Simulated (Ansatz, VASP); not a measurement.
# Co8F (F/Co(0001)): VASP beside Ansatz, part 2 of 3

One calculation is typed for both programs; each brings its own data sets. How far apart do they land? Of the first pair: The structure shown is the start of the Ansatz relaxation below; VASP solves that cell, so the two are compared at the walk's first step.

VASP 6.6.1 and Ansatz 0.2.0.

So far: The structure; Ansatz: relaxation, PBE.

## (3) VASP: single point, PBE, start cell, pair 1

Level of this step: PBE, spin-polarised from a ferromagnetic start; plane waves and PAW (Co, F) (VASP).

The same cell, functional, mesh and smearing now go to VASP, with its own data sets.

Lines of VASP's logs that name or quote its potential files are left out, and so is its time.

File INCAR:

```
SYSTEM = Co8F
PREC = Accurate
ENCUT = 520
EDIFF = 1E-06
NELM = 200
ISMEAR = -1
SIGMA = 0.1
LREAL = .FALSE.
ALGO = Normal
GGA = PE
NBANDS = 123
ISPIN = 2
MAGMOM = 1.81 1.74 1.76 1.93 1.8 1.77 1.66 1.82 1.81 1.74 1.76 1.93 1.8 1.77 1.66 1.82 0.11 0.11
LASPH = .TRUE.
LMAXMIX = 4
LORBIT = 11
LWAVE = .FALSE.
LCHARG = .FALSE.
ISIF = 2
LDIPOL = .TRUE.
IDIPOL = 3
DIPOL = 0.5 0.5 0.496
LVHAR = .TRUE.
GGA_COMPAT = .FALSE.
NELMDL = -8
KPAR = 4
```

File POSCAR:

```
Co8F
1.0
    5.0200000000      0.0000000000      0.0000000000
    2.5100000000      4.3474475270      0.0000000000
    0.0000000000      0.0000000000     25.2315073062
Co F
16 2
Direct
    0.3333333536      0.3333332929      0.3566968826
    0.0000000001      0.0000000000      0.4373741872
    0.3333333536      0.3333332929      0.5184353769
    0.0000000001      0.0000000000      0.5955323960
    0.3333333264      0.8333333473      0.3566968826
    0.9999999728      0.5000000544      0.4373741872
    0.3333333264      0.8333333473      0.5184353769
    0.9999999728      0.5000000544      0.5955323960
    0.8333333536      0.3333332929      0.3566968826
    0.5000000000      0.0000000000      0.4373741872
    0.8333333536      0.3333332929      0.5184353769
    0.5000000000      0.0000000000      0.5955323960
    0.8333333264      0.8333333473      0.3566968826
    0.4999999728      0.5000000544      0.4373741872
    0.8333333264      0.8333333473      0.5184353769
    0.4999999728      0.5000000544      0.5955323960
    0.1666666193      0.1666667615      0.6433031052
    0.6666666193      0.1666667615      0.6433031052
```

File KPOINTS:

```
Automatic mesh
0
Gamma
6 6 1
0 0 0
```

Potentials, in the order of the species: Co and F (PBE family, release 64).

Launch:

```console
> mpirun -np 4 vasp_std
```

Numbers of over 12 decimals in the logs are rounded to 6 here.

The log of the run:

```text
[banner, memory and clock lines left out]
running    4 mpi-ranks, on    1 nodes
 distrk:  each k-point on    1 cores,    4 groups
 distr:  one band on    1 cores,    1 groups

 POSCAR found type information on POSCAR CoF
 POSCAR found :  2 types and      18 ions
|                                                                             |
|               ----> ADVICE to this user running VASP <----                  |
|                                                                             |
|     You have a (more or less) 'large supercell' and for larger cells it     |
|     might be more efficient to use real-space projection operators.         |
|     Therefore, try LREAL= Auto in the INCAR file.                           |
|     Mind: For very accurate calculation, you might also keep the            |
|     reciprocal projection scheme (i.e. LREAL=.FALSE.).                      |
|                                                                             |

 LDA part: xc-table for (Slater+PW92), standard interpolation
 POSCAR, INCAR and KPOINTS ok, starting setup
 FFT: planning ... GRIDC
 FFT: planning ... GRID_SOFT
 FFT: planning ... GRID
 WAVECAR not read
 entering main loop
       N       E                     dE             d eps       ncg     rms          rms(c)
DAV:   1     0.139723832838E+04    0.13972E+04   -0.66675E+04  6396   0.130E+03
DAV:   2     0.681464464025E+02   -0.13291E+04   -0.12233E+04  6452   0.313E+02
DAV:   3    -0.119773777075E+03   -0.18792E+03   -0.16668E+03  7525   0.145E+02
DAV:   4    -0.132413215432E+03   -0.12639E+02   -0.12450E+02  6968   0.392E+01
DAV:   5    -0.132639203876E+03   -0.22599E+00   -0.22591E+00  7213   0.479E+00
DAV:   6    -0.132651275385E+03   -0.12072E-01   -0.12071E-01  9482   0.897E-01
DAV:   7    -0.132651750999E+03   -0.47561E-03   -0.47561E-03  8352   0.142E-01
DAV:   8    -0.132651768667E+03   -0.17668E-04   -0.17668E-04  9562   0.277E-02    0.433E+01
DAV:   9    -0.169337969787E+03   -0.36686E+02   -0.14870E+02  7992   0.140E+02    0.928E+01
DAV:  10    -0.127736830482E+03    0.41601E+02   -0.94735E+01  7283   0.104E+02    0.529E+01
DAV:  11    -0.138398815129E+03   -0.10662E+02   -0.61321E+01  8140   0.938E+01    0.661E+01
DAV:  12    -0.161549839154E+03   -0.23151E+02   -0.75133E+01  8417   0.108E+02    0.727E+01
DAV:  13    -0.135913238739E+03    0.25637E+02   -0.43676E+01  8213   0.740E+01    0.631E+01
DAV:  14    -0.125946902316E+03    0.99663E+01   -0.35535E+01  7523   0.537E+01    0.576E+01
[...]
DAV:  51    -0.115595648252E+03   -0.44306E-04   -0.18604E-07  4497   0.242E-03    0.171E-03
DAV:  52    -0.115595670563E+03   -0.22311E-04   -0.81305E-08  4334   0.144E-03    0.108E-03
DAV:  53    -0.115595679845E+03   -0.92818E-05   -0.30873E-08  4297   0.118E-03    0.784E-04
DAV:  54    -0.115595682978E+03   -0.31330E-05   -0.23231E-08  4222   0.125E-03    0.580E-04
DAV:  55    -0.115595684752E+03   -0.17744E-05   -0.86461E-09  4276   0.498E-04    0.488E-04
DAV:  56    -0.115595685829E+03   -0.10769E-05   -0.54798E-09  4145   0.343E-04    0.327E-04
DAV:  57    -0.115595687220E+03   -0.13906E-05   -0.70208E-09  4213   0.349E-04    0.304E-04
DAV:  58    -0.115595687750E+03   -0.53042E-06   -0.33963E-09  4173   0.314E-04
   1 F= -.11559569E+03 E0= -.11531209E+03  d E =-.567186E+00  mag=    27.5674
```

From OUTCAR (step 3):

```text
ion  position               nearest neighbor table
   1  0.333  0.333  0.357-  10 2.50  14 2.50   6 2.50   5 2.51  13 2.51   9 2.51   9 2.51  13 2.51
                             5 2.51
   2  0.000  0.000  0.437-   9 2.50   5 2.50  13 2.50  11 2.51   7 2.51  15 2.51  14 2.51   6 2.51
                            10 2.51  10 2.51   6 2.51  14 2.51
   3  0.333  0.333  0.518-  12 2.43  16 2.43   8 2.43  10 2.51  14 2.51   6 2.51   7 2.51  15 2.51
                            11 2.51  11 2.51  15 2.51   7 2.51
   4  0.000  0.000  0.596-  17 1.88  18 1.88  11 2.43   7 2.43  15 2.43  16 2.51   8 2.51  12 2.51
                            12 2.51   8 2.51  16 2.51
   5  0.333  0.833  0.357-  14 2.50  10 2.50   2 2.50   1 2.51   9 2.51  13 2.51  13 2.51   9 2.51
                             1 2.51
   6  1.000  0.500  0.437-  13 2.50   9 2.50   1 2.50  15 2.51  11 2.51   3 2.51  10 2.51   2 2.51
                            14 2.51  14 2.51   2 2.51  10 2.51
   7  0.333  0.833  0.518-  16 2.43  12 2.43   4 2.43  14 2.51  10 2.51   2 2.51   3 2.51  11 2.51
                            15 2.51  15 2.51  11 2.51   3 2.51
   8  1.000  0.500  0.596-  17 1.88  15 2.43  11 2.43   3 2.43  12 2.51   4 2.51  16 2.51  16 2.51
                             4 2.51  12 2.51
   9  0.833  0.333  0.357-   2 2.50   6 2.50  14 2.50  13 2.51   5 2.51   1 2.51   1 2.51   5 2.51
                            13 2.51
  10  0.500  0.000  0.437-   1 2.50   5 2.50  13 2.50   3 2.51   7 2.51  15 2.51   6 2.51  14 2.51
                             2 2.51   2 2.51  14 2.51   6 2.51
  11  0.833  0.333  0.518-   4 2.43   8 2.43  16 2.43   2 2.51   6 2.51  14 2.51  15 2.51   7 2.51
                             3 2.51   3 2.51   7 2.51  15 2.51
  12  0.500  0.000  0.596-  17 1.88  18 1.88   3 2.43   7 2.43  15 2.43   8 2.51  16 2.51   4 2.51
                             4 2.51  16 2.51   8 2.51
  13  0.833  0.833  0.357-   6 2.50   2 2.50  10 2.50   9 2.51   1 2.51   5 2.51   5 2.51   1 2.51
                             9 2.51
  14  0.500  0.500  0.437-   5 2.50   1 2.50   9 2.50   7 2.51   3 2.51  11 2.51   2 2.51  10 2.51
                             6 2.51   6 2.51  10 2.51   2 2.51
  15  0.833  0.833  0.518-   8 2.43   4 2.43  12 2.43   6 2.51  10 2.51   2 2.51  11 2.51   3 2.51
                             7 2.51   7 2.51   3 2.51  11 2.51
  16  0.500  0.500  0.596-  18 1.88   7 2.43   3 2.43  11 2.43   4 2.51  12 2.51   8 2.51   8 2.51
                            12 2.51   4 2.51
  17  0.167  0.167  0.643-   8 1.88   4 1.88  12 1.88
  18  0.667  0.167  0.643-  16 1.88  12 1.88   4 1.88

  LATTYP: Found a hexagonal cell.
 ALAT       =     5.0200000000
 C/A-ratio  =     5.0261966745

 Subroutine GETGRP returns: Found  2 space group operations
 (whereof  2 operations were pure point group operations)

The static configuration has the point symmetry C_1h.

 Found     13 irreducible k-points:

   k-points           NKPTS =     13   k-points in BZ     NKDIM =     13   number of bands    NBANDS=    123

   dimension x,y,z NGX =    40 NGY =   40 NGZ =  192
   dimension x,y,z NGXF=    80 NGYF=   80 NGZF=  384

   ENCUT  =  520.0 eV  38.22 Ry    6.18 a.u.   9.33  9.33 46.91*2*pi/ulx,y,z

   NELECT =     158.0000    total number of electrons

 k-points in reciprocal lattice and weights: Automatic mesh
   0.00000000  0.00000000  0.00000000       0.028
   0.16666667  0.00000000  0.00000000       0.111
   0.00000000  0.16666667  0.00000000       0.056
   0.33333333  0.00000000  0.00000000       0.111
   0.00000000  0.33333333  0.00000000       0.056
   0.50000000  0.00000000  0.00000000       0.056
   0.00000000  0.50000000  0.00000000       0.028
   0.33333333  0.16666667  0.00000000       0.056
   0.16666667  0.33333333  0.00000000       0.111
   0.50000000  0.16666667  0.00000000       0.111
   0.33333333  0.50000000  0.00000000       0.111
  -0.16666667  0.33333333  0.00000000       0.111
  -0.33333333  0.33333333  0.00000000       0.056

 dipolmoment           0.000000      0.000000      0.013419 electrons x Angstroem

 average (electrostatic) potential at core
       1 -88.3322       2 -88.4325       3 -88.4765       4 -88.7390       5 -88.3282
       6 -88.4352       7 -88.3930       8 -88.5121       9 -88.3322      10 -88.4325
      11 -88.4765      12 -88.7390      13 -88.3282      14 -88.4352      15 -88.3930
      16 -88.5121      17 -81.4600      18 -81.4600

 E-fermi :   0.1593

 spin component 1
 k-point     1 :       0.0000    0.0000    0.0000
  band No.  band energies     occupation
    ...
     88      -0.4609      0.99798
     89      -0.4138      0.99676
     90      -0.4112      0.99668
     91      -0.4087      0.99660
     92      -0.1823      0.96819
     93       1.0532      0.00013
     94       1.2387      0.00002
     95       1.2427      0.00002
     96       1.2475      0.00002
     97       1.4727      0.00000
    ...

 k-point     2 :       0.1667    0.0000    0.0000
  band No.  band energies     occupation
    ...
     88      -0.5615      0.99926
     89      -0.5340      0.99903
     90      -0.5085      0.99874
     91      -0.4918      0.99851
     92       0.0566      0.73635
     93       0.4375      0.05829
     94       0.6217      0.00972
     95       1.1887      0.00003
     96       1.2110      0.00003
     97       1.5000      0.00000
    ...

 k-point     3 :       0.0000    0.1667    0.0000
  band No.  band energies     occupation
    ...
     88      -0.5394      0.99908
     89      -0.5088      0.99875
     90      -0.5079      0.99874
     91      -0.4293      0.99723
     92       0.0251      0.79279
     93       0.2927      0.20857
     94       0.7722      0.00217
     95       1.1510      0.00005
     96       1.2344      0.00002
     97       1.6128      0.00000
    ...

 k-point     4 :       0.3333    0.0000    0.0000
  band No.  band energies     occupation
    ...
     89      -0.5630      0.99927
     90      -0.5416      0.99910
     91      -0.5224      0.99891
     92      -0.2588      0.98494
     93      -0.1505      0.95681
     94       1.1595      0.00005
     95       1.1881      0.00003
     96       1.4239      0.00000
     97       1.4634      0.00000
     98       2.0629      0.00000
    ...

 k-point     5 :       0.0000    0.3333    0.0000
  band No.  band energies     occupation
    ...
     89      -0.5771      0.99937
     90      -0.5508      0.99918
     91      -0.5056      0.99871
     92      -0.4124      0.99672
     93       0.0016      0.82880
     94       1.1717      0.00004
     95       1.2683      0.00002
     96       1.3088      0.00001
     97       1.8313      0.00000
     98       1.8678      0.00000
    ...

 k-point     6 :       0.5000    0.0000    0.0000
  band No.  band energies     occupation
    ...
     88      -0.6470      0.99969
     89      -0.5656      0.99929
     90      -0.5656      0.99929
     91      -0.5228      0.99891
     92      -0.5228      0.99891
     93       0.4890      0.03568
     94       0.4890      0.03568
     95       1.3013      0.00001
     96       1.3013      0.00001
     97       2.0248      0.00000
    ...

  Total        1.7606085     -0.8566640      5.2377595      0.0000000      1.0802915      0.0000000
  in kB        5.1226198     -2.4925268     15.2396459      0.0000000      3.1431874      0.0000000
  external PRESSURE =       5.9565796 kB  Pullay stress =       0.0000000 kB

  energy-cutoff  :      520.00
  volume of cell :      550.66
      direct lattice vectors                 reciprocal lattice vectors
     5.020000000  0.000000000  0.000000000     0.199203187 -0.115010014  0.000000000
     2.510000000  4.347447527  0.000000000     0.000000000  0.230020028  0.000000000
     0.000000000  0.000000000 25.231507306     0.000000000  0.000000000  0.039632987

 POSITION                                       TOTAL-FORCE (eV/Angst)
 -----------------------------------------------------------------------------------
      2.51000      1.44915      9.00000        -0.000000      0.001034      0.490462
      0.00000      0.00000     11.03561        -0.000000     -0.006139     -0.376878
      2.51000      1.44915     13.08091        -0.000000      0.081933     -0.326324
      0.00000      0.00000     15.02618         0.000000     -1.832628     -1.762741
      3.76500      3.62287      9.00000        -0.000000     -0.002203      0.519894
      6.27500      2.17372     11.03561        -0.000000     -0.000211     -0.429477
      3.76500      3.62287     13.08091        -0.000000     -0.107527     -0.427873
      6.27500      2.17372     15.02618         0.000000      1.485869     -1.071340
      5.02000      1.44915      9.00000        -0.000000      0.001034      0.490462
      2.51000      0.00000     11.03561        -0.000000     -0.006139     -0.376878
      5.02000      1.44915     13.08091        -0.000000      0.081933     -0.326324
      2.51000      0.00000     15.02618         0.000000     -1.832628     -1.762741
      6.27500      3.62287      9.00000        -0.000000     -0.002203      0.519894
      3.76500      2.17372     11.03561        -0.000000     -0.000211     -0.429477
      6.27500      3.62287     13.08091        -0.000000     -0.107527     -0.427873
      3.76500      2.17372     15.02618         0.000000      1.485869     -1.071340
      1.25500      0.72458     16.23151        -0.000000      0.379872      3.384277
      3.76500      0.72458     16.23151        -0.000000      0.379872      3.384277
 -----------------------------------------------------------------------------------
    total drift:                               -0.000002      0.000010     -0.002182

  FREE ENERGIE OF THE ION-ELECTRON SYSTEM (eV)
  ---------------------------------------------------
  free  energy   TOTEN  =      -115.5956877504 eV

  energy  without entropy=     -115.0285020126  energy(sigma->0) =     -115.31209488

 vacuum level on the upper side and lower side of the slab         5.217         5.105

 total charge
# of ion       s       p       d       tot
------------------------------------------
    1        0.472   0.384   7.219   8.074
    2        0.477   0.499   7.244   8.219
    3        0.487   0.518   7.260   8.265
    4        0.450   0.534   7.326   8.309
    5        0.470   0.385   7.220   8.075
    6        0.475   0.499   7.244   8.218
    7        0.486   0.527   7.266   8.279
    8        0.460   0.461   7.312   8.234
    9        0.472   0.384   7.219   8.074
   10        0.477   0.499   7.244   8.219
   11        0.487   0.518   7.260   8.265
   12        0.450   0.534   7.326   8.309
   13        0.470   0.385   7.220   8.075
   14        0.475   0.499   7.244   8.218
   15        0.486   0.527   7.266   8.279
   16        0.460   0.461   7.312   8.234
   17        1.746   4.365   0.000   6.111
   18        1.746   4.365   0.000   6.111
--------------------------------------------------
tot         11.046  16.342 116.181 143.569

 magnetization (x)
# of ion       s       p       d       tot
------------------------------------------
    1       -0.009  -0.040   1.815   1.765
    2       -0.013  -0.051   1.756   1.692
    3       -0.012  -0.055   1.773   1.705
    4       -0.014  -0.032   1.875   1.830
    5       -0.011  -0.040   1.805   1.753
    6       -0.015  -0.051   1.779   1.713
    7       -0.015  -0.049   1.649   1.586
    8       -0.017  -0.035   1.832   1.780
    9       -0.009  -0.040   1.815   1.765
   10       -0.013  -0.051   1.756   1.692
   11       -0.012  -0.055   1.773   1.705
   12       -0.014  -0.032   1.875   1.830
   13       -0.011  -0.040   1.805   1.753
   14       -0.015  -0.051   1.779   1.713
   15       -0.015  -0.049   1.649   1.586
   16       -0.017  -0.035   1.832   1.780
   17        0.005   0.107   0.000   0.112
   18        0.005   0.107   0.000   0.112
--------------------------------------------------
tot         -0.202  -0.492  28.567  27.873

[... 6 further parts left out ...]
```

The magnetic state follows from one typed start and may not be the lowest.

## (4) Comparison

Known differences besides the potentials themselves: VASP starts from the moments at which Ansatz ended; the data sets hold 286 valence electrons in Ansatz (on its PAW soft_1 files) and 158 in VASP; the cutoff is 420 eV in Ansatz and 520 eV in VASP. Total energies have different zeros and are not compared.

Forces on 7 of the 18 atoms, those with the largest forces and the largest differences (eV/Å; atoms numbered as in POSCAR):

| atom | Ansatz x, y, z | VASP x, y, z |
| --- | --- | --- |
| Co4 | 0.000, -1.819, -1.727 | 0.000, -1.833, -1.763 |
| Co5 | 0.000, -0.002, 0.501 | 0.000, -0.002, 0.520 |
| Co8 | 0.000, 1.463, -1.048 | 0.000, 1.486, -1.071 |
| Co12 | 0.000, -1.819, -1.727 | 0.000, -1.833, -1.763 |
| Co16 | 0.000, 1.463, -1.048 | 0.000, 1.486, -1.071 |
| F17 | 0.000, 0.390, 3.380 | 0.000, 0.380, 3.384 |
| F18 | 0.000, 0.390, 3.380 | 0.000, 0.380, 3.384 |

The forces differ by 12 meV/Å r.m.s., which is 1.3 % of the r.m.s. force of 0.914 eV/Å (both taken over all components). Moments aren't recorded for both runs of this pair, so they may hold unlike magnetic states. With vacuum in the cell, a pressure given here is an average over mostly empty space and none of the material.

## (5) Ansatz: relaxation, PBE

This run makes the geometry at which the two programs are then compared.

The structure compared here is the end of the Ansatz relaxation.

File input.yaml:

```yaml
crystal:
  lattice:
    - [5.02, 0.0, 0.0]
    - [2.51, 4.347447527, 0.0]
    - [0.0, 0.0, 25.2315073062]
  atoms:
    - { symbol: Co, position: [0.3333333333, 0.3333333333, 0.3566968826], spin: 1.82 }
    - { symbol: Co, position: [0.0, 0.0, 0.4373741872], spin: 1.76 }
    - { symbol: Co, position: [0.3333333333, 0.3333333333, 0.5184353712], spin: 1.74 }
    - { symbol: Co, position: [0.0, 0.0, 0.5955323834], spin: 1.79 }
    - { symbol: Co, position: [0.3333333333, 0.8333333333, 0.3566968826], spin: 1.82 }
    - { symbol: Co, position: [0.0, 0.5, 0.4373741872], spin: 1.76 }
    - { symbol: Co, position: [0.3333333333, 0.8333333333, 0.5184353712], spin: 1.74 }
    - { symbol: Co, position: [0.0, 0.5, 0.5955323834], spin: 1.79 }
    - { symbol: Co, position: [0.8333333333, 0.3333333333, 0.3566968826], spin: 1.82 }
    - { symbol: Co, position: [0.5, 0.0, 0.4373741872], spin: 1.76 }
    - { symbol: Co, position: [0.8333333333, 0.3333333333, 0.5184353712], spin: 1.74 }
    - { symbol: Co, position: [0.5, 0.0, 0.5955323834], spin: 1.79 }
    - { symbol: Co, position: [0.8333333333, 0.8333333333, 0.3566968826], spin: 1.82 }
    - { symbol: Co, position: [0.5, 0.5, 0.4373741872], spin: 1.76 }
    - { symbol: Co, position: [0.8333333333, 0.8333333333, 0.5184353712], spin: 1.74 }
    - { symbol: Co, position: [0.5, 0.5, 0.5955323834], spin: 1.79 }
    - { symbol: F, position: [0.1666666667, 0.1666666667, 0.6433031174] }
    - { symbol: F, position: [0.6666666667, 0.1666666667, 0.6433031174] }
magnetization:
  spin_polarized: true
kpoints:
  mp_grid: { grid: [6, 6, 1] }
hamiltonian:
  xc: pbe
  pseudopotentials: { kind: paw, azcp: { folder: soft_1 } }
scf:
  occupations: { method: fermi_dirac, width: 0.1 }
  convergence: { dr2_threshold: 1.0e-08 }
efield:
  axis: 3
  dipole_correction: true
  ramp_position: 0.97
  ramp_width: 0.06
relax:
  f_tol: 0.02
  max_steps: 60
  constraints: [{ sites: [0, 1, 4, 5, 8, 9, 12, 13] }]
output:
  dos: { projected: true, e_range: [-8, 4] }
  write_potential: true
  write_density: true
  volumetric_format: npy
  elf: true
```

Launch:

```console
> ansatz run input.yaml --threads 4 --pin off --max-ram 16384MiB --backend cpu --events-out ev --progress --plain --runs-dir out
```

The log of the run:

```text
[...]
Crystal: 18 atoms, lattice volume = 550.657 Å³
Basis set: ecut = 420 eV, 10867 PW (Γ), exchange–correlation on 72×72×360 points (8 copies of the dense FFT grid, shifted against one another)
Bands: 189, of which v1, the nominal top of the filled ones, is band 143 counted from 1 (142 counted from 0)
Symmetry: 4 space group operations
k-points: 13 of 36 (time reversal used)
[...]
Starting moments: Σ|m| = 28.44 μB on 16 of 18 sites
[...]
- { symbol: Co, position: [0.33333333335, 0.8333333333, 0.3566968826] }
    - { symbol: Co, position: [-2.7755575615628914e-17, 0.500000, 0.4373741872] }
    - { symbol: Co, position: [0.332257, 0.835487, 0.517517] }
    - { symbol: Co, position: [-0.00500817, 0.510016, 0.594293] }
[...]
- { symbol: Co, position: [0.833333, 0.8333333333, 0.3566968826] }
    - { symbol: Co, position: [0.500000, 0.500000, 0.4373741872] }
    - { symbol: Co, position: [0.832257, 0.835487, 0.517517] }
    - { symbol: Co, position: [0.494992, 0.510016, 0.594293] }
    - { symbol: F, position: [0.151290, 0.197419, 0.652396] }
    - { symbol: F, position: [0.651290, 0.197419, 0.652396] }
```

(Part 2 of 3 ends here.)

[Lines on the potential files, build, host, timing and source positions are cut from VASP's logs without a mark.]

[Logs are printed without paths, hosts, clocks, repeated set-up lines and the standing remarks that a program may print on its own settings, such as how far it seeks lower states.]

[Hosts, paths, dates, database ids (printed as entryN), source tags and the programs' standing remarks are cut or masked in the printed files.]
